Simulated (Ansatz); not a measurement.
**KF (CsCl type): how the settings move a single-point run**

Aim: see which settings change the result for KF (CsCl type), by how much, and at what cost.

Method: reference: DFT, PBE, norm-conserving pseudopotentials, Ansatz's default files, scalar-relativistic, in Ansatz 0.2.0.

### Step 1. The system as given

The structure is cubic, space group Pm-3m (No. 221). The conventional cell has a = 3.259 Å, b = 3.259 Å, c = 3.259 Å, α = 90.00°, β = 90.00°, γ = 90.00°. K (site symmetry m-3m) is surrounded by 8 F at 2.82 Å. F (site symmetry m-3m) has 8 K at 2.82 Å in its first shell of neighbours.

As a file:

```xyz
2
Lattice="3.2587 0.0000 0.0000 0.0000 3.2587 0.0000 0.0000 0.0000 3.2587" Properties=species:S:1:pos:R:3 pbc="T T T"
K     0.0000    0.0000    0.0000
F     1.6293    1.6293    1.6293
```

### Step 2. Reference

Contents of input.yaml:

```yaml
crystal:
  lattice:
    - [3.2586690256, 0.0, 0.0]
    - [0.0, 3.2586690256, 0.0]
    - [0.0, 0.0, 3.2586690256]
  atoms:
    - { symbol: K, position: [0.0, 0.0, 0.0] }
    - { symbol: F, position: [0.5, 0.5, 0.5] }
kpoints:
  mp_grid: { grid: [14, 14, 14] }
scf:
  occupations: { method: fermi_dirac, width: 0.05 }
hamiltonian:
  xc: pbe
  pseudopotentials: { kind: nc }
output:
  forces: true
  stress: true
  eigenvalues: true
```

Launch:

```console
$ ansatz run input.yaml --threads 1 --pin off --max-ram 2048MiB --backend cpu --events-out ev --progress --plain --runs-dir out
```

### Step 3. Changing settings: chi_scale 0.1, ecutrho_ratio 9

input.yaml, as its differences from that of step 2:

```diff
@@ -12,2 +12,3 @@
   occupations: { method: fermi_dirac, width: 0.05 }
+  initial_density: { chi_scale: 0.1 }
 hamiltonian:
@@ -19 +20,3 @@
   eigenvalues: true
+basis:
+  ecutrho_ratio: 9
```

Before running it: what results should come out? Wanted: for each run, ending; energy change; pressure; gap; force.

The runs gave:

| run | ending | energy change | pressure (GPa) | gap (eV) | force (eV/Å) | cycles | time |
| --- | --- | --- | --- | --- | --- | --- | --- |
| reference | converged | 0 | 0.0 | 6.26 | 0.00 | 9 | 20 s |
| 1: chi_scale 0.1, ecutrho_ratio 9 | converged | 0.0 meV/atom | 0.0 | 6.26 | 0.00 | 9 | 18 s |

Residual by cycle in the longest SCF loop of each run; runs are numbered as in the table. The quantity is the density residual dr2, in eV.

| cycle | reference | run 1 |
| --- | --- | --- |
| 1 | 14.3 | 14.3 |
| 2 | 6.84 | 6.84 |
| 3 | 0.22 | 0.219 |
| 4 | 0.0348 | 0.0346 |
| 5 | 4.6e-4 | 4.6e-4 |
| 6 | 8.2e-5 | 8.5e-5 |
| 7 | 1.9e-5 | 1.9e-5 |
| 8 | 9.1e-7 | 8.7e-7 |
| 9 | 1.2e-8 | 1.3e-8 |

**Reading.** The changed input (start and numerical grids) leaves the energy the same to the digits printed.

The gaps are Kohn-Sham values of a semilocal functional, not quasiparticle or optical gaps. Such gaps usually fall short of the measured ones.
